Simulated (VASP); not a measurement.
# CaSe (Pm-3m) in VASP: further runs

One crystal, CaSe, is run at these levels: PBE; tasks: single point.

Everything below comes from runs of VASP 6.6.1. Logs are shortened: lines on timing, memory, paths and dates and some standing lists are left out, and cuts for length are marked.

## (1) Starting point

The structure is cubic, space group Pm-3m (No. 221). Conventional cell: a = 3.651 Å, b = 3.651 Å, c = 3.651 Å, α = 90.00°, β = 90.00°, γ = 90.00°. Ca (site symmetry m-3m) has 8 Se at 3.16 Å as nearest neighbours. Se (site symmetry m-3m) is surrounded by 8 Ca at 3.16 Å.

The cell comes from a database or a generator and needn't be the stable form of this composition.

## (2) Single point, PBE

Input file INCAR:

```
SYSTEM = CaSe
  PREC = Accurate
  ENCUT = 520
  EDIFF = 1E-7
  ISMEAR = 0
  SIGMA = 0.05
  LREAL = .False.
  LASPH = .True.
  NELM = 100
  ALGO = Normal
  ISIF = 2
  LWAVE = .False.
  LCHARG = .True.
  GGA = PE
  LELF = .True.
  LVHAR = .True.
  NBANDS = 15
```

Input file KPOINTS:

```
Automatic mesh
0
Gamma
  6 6 6
  0 0 0
```

Input file POSCAR:

```
CaSe
1.0
    3.6512693672      0.0000000000      0.0000000000
    0.0000000000      3.6512693672      0.0000000000
    0.0000000000      0.0000000000      3.6512693672
Ca Se
1 1
Direct
    0.0000000000      0.0000000000      0.0000000000
    0.5000000000      0.5000000000      0.5000000000
```

Potentials or basis: VASP PAW PBE potentials, release 64 (Ca_sv, Se).

Launch:

```console
cat potpaw_PBE.64/Ca_sv/POTCAR potpaw_PBE.64/Se/POTCAR > POTCAR
mpirun -np 1 vasp_std > vasp.out
```

OUTCAR:

```text
SYSTEM = CaSe
   PREC = Accurate
   ENCUT = 520
   EDIFF = 1E-7
   ISMEAR = 0
   LREAL = .False.
   LASPH = .True.
   NELM = 100
   ISIF = 2
   GGA = PE

 ion  position               nearest neighbor table
   1  0.000  0.000  0.000-
   2  0.500  0.500  0.500-

  LATTYP: Found a simple cubic cell.
 ALAT       =     3.6512693672

  Lattice vectors:

 A1 = (   3.6512693672,   0.0000000000,   0.0000000000)
 A2 = (   0.0000000000,   3.6512693672,   0.0000000000)
 A3 = (   0.0000000000,   0.0000000000,   3.6512693672)

Analysis of symmetry for initial positions (statically):
=====================================================================
 Subroutine PRICEL returns:
 Original cell was already a primitive cell.

 Routine SETGRP: Setting up the symmetry group for a
 simple cubic supercell.

 Subroutine GETGRP returns: Found 48 space group operations
 (whereof 48 operations were pure point group operations)
 out of a pool of 48 trial point group operations.

The static configuration has the point symmetry O_h .

Analysis of symmetry for dynamics (positions and initial velocities):
=====================================================================
 Subroutine PRICEL returns:
 Original cell was already a primitive cell.

 Routine SETGRP: Setting up the symmetry group for a
 simple cubic supercell.

 Subroutine GETGRP returns: Found 48 space group operations
 (whereof 48 operations were pure point group operations)
 out of a pool of 48 trial point group operations.

The dynamic configuration has the point symmetry O_h .

 Subroutine INISYM returns: Found 48 space group operations
 (whereof 48 operations are pure point group operations),
 and found     1 'primitive' translations

----------------------------------------------------------------------------------------

                                     Primitive cell

  volume of cell :      48.6779

  direct lattice vectors                    reciprocal lattice vectors
     3.651269367  0.000000000  0.000000000     0.273877356  0.000000000  0.000000000
     0.000000000  3.651269367  0.000000000     0.000000000  0.273877356  0.000000000
     0.000000000  0.000000000  3.651269367     0.000000000  0.000000000  0.273877356

  length of vectors
     3.651269367  3.651269367  3.651269367     0.273877356  0.273877356  0.273877356

  position of ions in fractional coordinates (direct lattice)
     0.000000000  0.000000000  0.000000000
     0.500000000  0.500000000  0.500000000

  ion indices of the primitive-cell ions
   primitive index   ion index
                 1           1
                 2           2

----------------------------------------------------------------------------------------

 KPOINTS: Automatic mesh

Automatic generation of k-mesh.
 Grid dimensions read from file:
 generate k-points for:    6    6    6

 Generating k-lattice:

  Cartesian coordinates                     Fractional coordinates (reciprocal lattice)
     0.045646226  0.000000000  0.000000000     0.166666667  0.000000000  0.000000000
     0.000000000  0.045646226  0.000000000     0.000000000  0.166666667  0.000000000
     0.000000000  0.000000000  0.045646226     0.000000000  0.000000000  0.166666667

  Length of vectors
     0.045646226  0.045646226  0.045646226

  Shift w.r.t. Gamma in fractional coordinates (k-lattice)
     0.000000000  0.000000000  0.000000000

 Subroutine IBZKPT returns following result:
 ===========================================

 Found     20 irreducible k-points:

 Following reciprocal coordinates:
            Coordinates               Weight
  0.000000  0.000000  0.000000      1.000000
  0.166667  0.000000  0.000000      6.000000
  0.333333  0.000000  0.000000      6.000000
  0.500000  0.000000  0.000000      3.000000
  0.166667  0.166667  0.000000     12.000000
  0.333333  0.166667  0.000000     24.000000
[... 12 lines left out ...]
  0.500000  0.500000  0.333333      6.000000
  0.500000  0.500000  0.500000      1.000000
   k-points           NKPTS =     20   k-points in BZ     NKDIM =     20   number of bands    NBANDS=     15
   number of dos      NEDOS =    301   number of ions     NIONS =      2
   total plane-waves  NPLWV =  21952
   dimension x,y,z NGX =    28 NGY =   28 NGZ =   28
   dimension x,y,z NGXF=    56 NGYF=   56 NGZF=   56
   ions per type =               1   1
   NGX,Y,Z   is equivalent  to a cutoff of  12.75, 12.75, 12.75 a.u.
   NGXF,Y,Z  is equivalent  to a cutoff of  25.50, 25.50, 25.50 a.u.
 SYSTEM =  CaSe
   PREC   = accura    normal or accurate (medium, high low for compatibility)
   ISTART =      0    job   : 0-new  1-cont  2-samecut
   ICHARG =      2    charge: 1-file 2-atom 10-const
   ISPIN  =      1    spin polarized calculation?
   LNONCOLLINEAR =      F non collinear calculations
   LSORBIT =      F    spin-orbit coupling
   LASPH  =      T    aspherical Exc in radial PAW
   ENCUT  =  520.0 eV  38.22 Ry    6.18 a.u.   6.79  6.79  6.79*2*pi/ulx,y,z
   NELM   =    100;   NELMIN=  2; NELMDL= -5     # of ELM steps
   EDIFF  = 0.1E-06   stopping-criterion for ELM
   LREAL  =      F    real-space projection
   EDIFFG = 0.1E-05   stopping-criterion for IOM
   NSW    =      0    number of steps for IOM
   IBRION =     -1    ionic relax: 0-MD 1-quasi-New 2-CG
   NFREE  =      0    steps in history (QN), initial steepest desc. (CG)
   ISIF   =      2    stress and relaxation
   ISYM   =      2    0-nonsym 1-usesym 2-fastsym
   POTIM  = 0.5000    time-step for ionic-motion
   TEBEG  =    0.0;   TEEND  =   0.0 temperature during run
   PSTRESS=    0.0 pullay stress
   NELECT =      16.0000    total number of electrons
   NUPDOWN=      -1.0000    fix difference up-down
   EMIN   =  10.00;   EMAX   =-10.00  energy-range for DOS
   EFERMI =   0.00;   METHOD = LEGACY
   ISMEAR =     0;   SIGMA  =   0.05  broadening in eV -4-tet -1-fermi 0-gaus
   EFERMI_NEDOS =   21; number of points for ismear=-14 and -15
   IALGO  =     38    algorithm
   IMIX   =      4    mixing-type and parameters
     AMIX     =   0.40;   BMIX     =  1.00
     AMIX_MAG =   1.60;   BMIX_MAG =  1.00
  volume/ion in A,a.u.               =      24.34       164.25
  Fermi-wavevector in a.u.,A,eV,Ry     =   1.129807  2.135026 17.367347  1.276464
  Thomas-Fermi vector in A             =   2.266502
   LORBIT       =      0    0 simple, 1 ext, 2 COOP (PROOUT), +10 PAW based schemes
   GGA     = PE    functional components
   LHFCALC =     F    Hartree Fock is set to
   AEXX    =    0.0000 exact exchange contribution
   IVDW    =     0    specifies the selected vdW correction
   LEPSILON=     F    determine dielectric tensor
   LRPA    =     F    only Hartree local field effects (RPA)
 non-spin polarized calculation
 Gauss-broadening in eV      SIGMA  =   0.05
  energy-cutoff  :      520.00
  volume of cell :       48.68
 maximum number of plane-waves:      1357
 NGX is ok and might be reduce to    28
   NGX = 13   NGY = 13   NGZ = 13

 number of electron      16.0000004 magnetization

 Free energy of the ion-electron system (eV)
  ---------------------------------------------------
  ext. energy  EPLUGINS =         0.00000000
  ---------------------------------------------------
  free energy    TOTEN  =        -8.79559964 eV

  energy without entropy =       -8.79559964  energy(sigma->0) =       -8.79559964

 E-fermi :   4.4893     XC(G=0):  -9.5232

 val. band max:        4.1387670690   @ k =   0.5000   0.5000   0.0000
 cond. band min:       4.9171935053   @ k =   0.5000   0.5000   0.0000
 fundamental gap:      0.7784264363
 Fermi energy:         4.4892780407

 k-point     1 :       0.0000    0.0000    0.0000
  band No.  band energies     occupation
      1     -37.2105      2.00000
      2     -18.1481      2.00000
      3     -18.1481      2.00000
      4     -18.1481      2.00000
      5      -8.8297      2.00000
      6       3.2850      2.00000
      7       3.2850      2.00000
      8       3.2850      2.00000
      9       5.2536      0.00000
     10       5.2536      0.00000
     11       6.1437      0.00000
     12       8.4888      0.00000
     13       8.4888      0.00000
     14       8.4888      0.00000
     15      13.2127      0.00000

 k-point     2 :       0.1667    0.0000    0.0000
  band No.  band energies     occupation
      1     -37.2075      2.00000
      2     -18.1922      2.00000
      3     -18.1440      2.00000
      4     -18.1440      2.00000
      5      -8.6699      2.00000
      6       1.7246      2.00000
      7       3.2451      2.00000
      8       3.2451      2.00000
      9       5.4361      0.00000
     10       5.9890      0.00000
     11       7.4679      0.00000
     12       8.5472      0.00000
     13       8.6230      0.00000
     14       8.6230      0.00000
     15      12.5200      0.00000

 k-point     3 :       0.3333    0.0000    0.0000
  band No.  band energies     occupation
      1     -37.2016      2.00000
      2     -18.2790      2.00000
      3     -18.1358      2.00000
      4     -18.1358      2.00000
      5      -8.3149      2.00000
      6      -0.0163      2.00000
      7       3.1596      2.00000
      8       3.1596      2.00000
      9       5.8781      0.00000
     10       7.3112      0.00000
     11       8.6692      0.00000
     12       8.9305      0.00000
     13       9.0362      0.00000
     14       9.0362      0.00000
     15      11.2401      0.00000

 k-point     4 :       0.5000    0.0000    0.0000
  band No.  band energies     occupation
      1     -37.1986      2.00000
      2     -18.3216      2.00000
      3     -18.1317      2.00000
      4     -18.1317      2.00000
      5      -8.1137      2.00000
      6      -0.7058      2.00000
      7       3.1144      2.00000
      8       3.1144      2.00000
      9       6.1613      0.00000
     10       8.7050      0.00000
     11       8.7332      0.00000
     12       8.8918      0.00000
     13       9.3800      0.00000
     14       9.3800      0.00000
     15      10.6008      0.00000
[... 235 lines left out ...]
 k-point    18 :       0.5000    0.3333    0.3333
  band No.  band energies     occupation
      1     -37.1816      2.00000
      2     -18.2728      2.00000
      3     -18.2324      2.00000
      4     -18.2278      2.00000
      5      -7.5475      2.00000
      6       0.4618      2.00000
      7       0.9851      2.00000
      8       1.3161      2.00000
      9       6.7117      0.00000
     10       7.1118      0.00000
     11       7.4995      0.00000
     12       9.4085      0.00000
     13       9.7312      0.00000
     14      10.5320      0.00000
     15      10.7024      0.00000

 k-point    19 :       0.5000    0.5000    0.3333
  band No.  band energies     occupation
      1     -37.1789      2.00000
      2     -18.2658      2.00000
      3     -18.2658      2.00000
      4     -18.2246      2.00000
      5      -7.4162      2.00000
      6       0.5409      2.00000
      7       0.5409      2.00000
      8       1.1525      2.00000
      9       6.7474      0.00000
     10       7.6798      0.00000
     11       7.6798      0.00000
     12       9.4976      0.00000
     13       9.5070      0.00000
     14      10.0836      0.00000
     15      10.6118      0.00000

 k-point    20 :       0.5000    0.5000    0.5000
  band No.  band energies     occupation
      1     -37.1761      2.00000
      2     -18.2596      2.00000
      3     -18.2596      2.00000
      4     -18.2596      2.00000
      5      -7.2634      2.00000
      6       0.5082      2.00000
      7       0.5082      2.00000
      8       0.5082      2.00000
      9       7.9721      0.00000
     10       7.9721      0.00000
     11       7.9721      0.00000
     12       9.5150      0.00000
     13       9.5150      0.00000
     14       9.8529      0.00000
     15       9.8529      0.00000

------------------------ aborting loop because EDIFF is reached ----------------------------------------

  FORCE on cell =-STRESS in cart. coord.  units (eV):
  Direction    XX          YY          ZZ          XY          YZ          ZX
  --------------------------------------------------------------------------------------
  -------------------------------------------------------------------------------------
  Total        0.0451531      0.0451531      0.0451531      0.0000000      0.0000000     -0.0000000
  in kB        1.4861623      1.4861623      1.4861623      0.0000000      0.0000000     -0.0000000
  external PRESSURE =       1.4861623 kB  Pullay stress =       0.0000000 kB

 VOLUME and BASIS-vectors are now :
 -----------------------------------------------------------------------------
  energy-cutoff  :      520.00
  volume of cell :       48.68
      direct lattice vectors                 reciprocal lattice vectors
     3.651269367  0.000000000  0.000000000     0.273877356  0.000000000  0.000000000
     0.000000000  3.651269367  0.000000000     0.000000000  0.273877356  0.000000000
     0.000000000  0.000000000  3.651269367     0.000000000  0.000000000  0.273877356

 POSITION                                       TOTAL-FORCE (eV/Angst)
 -----------------------------------------------------------------------------------
      0.00000      0.00000      0.00000         0.000000      0.000000      0.000000
      1.82563      1.82563      1.82563         0.000000      0.000000      0.000000
 -----------------------------------------------------------------------------------
    total drift:                               -0.000000      0.000000      0.000000

  FREE ENERGIE OF THE ION-ELECTRON SYSTEM (eV)
  ---------------------------------------------------
  free  energy   TOTEN  =        -8.7955996371 eV

  energy  without entropy=       -8.7955996371  energy(sigma->0) =       -8.79559964
```

Wall time 14 s (1 thread of Intel Xeon Platinum 8259CL at 2.50GHz (Skylake/Cascade Lake), shared host); peak memory 0.16 GiB.

What came out:

```
Free energy            : -8.7956 eV
Pressure               : 0.1 GPa
Band gap on the k mesh : 0.78 eV, direct
```

A k mesh can miss the band edges.

## (3) Single point, PBE

This run uses another cell than the first one, of 23.92 Å³/atom, 0.983 times its volume.

Input file INCAR:

```
SYSTEM = CaSe
PREC = Accurate
ENCUT = 520
EDIFF = 1E-6
ISMEAR = 0
SIGMA = 0.05
LREAL = .FALSE.
LASPH = .TRUE.
NELM = 100
ALGO = Fast
ISIF = 2
LWAVE = .FALSE.
LCHARG = .FALSE.
GGA = PE
NBANDS = 15
```

Input file KPOINTS:

```
regular mesh
0
G
  6 6 6
  0 0 0
```

Input file POSCAR:

```
CaSe
1.0
    3.6300017592      0.0000000000      0.0000000000
    0.0000000000      3.6300017592      0.0000000000
    0.0000000000      0.0000000000      3.6300017592
Ca Se
1 1
Direct
    0.0000000000      0.0000000000      0.0000000000
    0.5000000000      0.5000000000      0.5000000000
```

Potentials or basis: VASP PAW PBE potentials, release 64 (Ca_sv, Se).

Launch:

```console
cat potpaw_PBE.64/Ca_sv/POTCAR potpaw_PBE.64/Se/POTCAR > POTCAR
mpirun -np 1 vasp_std > vasp.out
```

It took 17 s on 1 thread of Intel Xeon Platinum 8259CL at 2.50GHz (Skylake/Cascade Lake), shared host; peak memory 0.16 GiB.

It converged, with:

```
Free energy            : -8.7922 eV
Pressure               : 1.1 GPa
Band gap on the k mesh : 0.75 eV, direct
```

Levels at points of the mesh, in eV from the valence-band top:
```csv
k point,band 4,band 5,band 6,band 7,band 8,band 9,band 10,band 11,band 12,band 13
"(0.00, 0.00, 0.00)",-22.26,-13.06,-0.87,-0.87,-0.87,1.07,1.07,2.11,4.38,4.38
"(0.50, 0.00, 0.00)",-22.24,-12.31,-4.94,-1.06,-1.06,2.00,4.63,4.65,4.81,5.31
"(0.50, 0.50, 0.00)",-22.23,-12.00,-3.57,-3.57,0.00,0.75,2.93,3.16,3.16,5.36
"(0.50, 0.50, 0.50)",-22.38,-11.43,-3.72,-3.72,-3.72,3.85,3.85,3.85,5.44,5.44
```
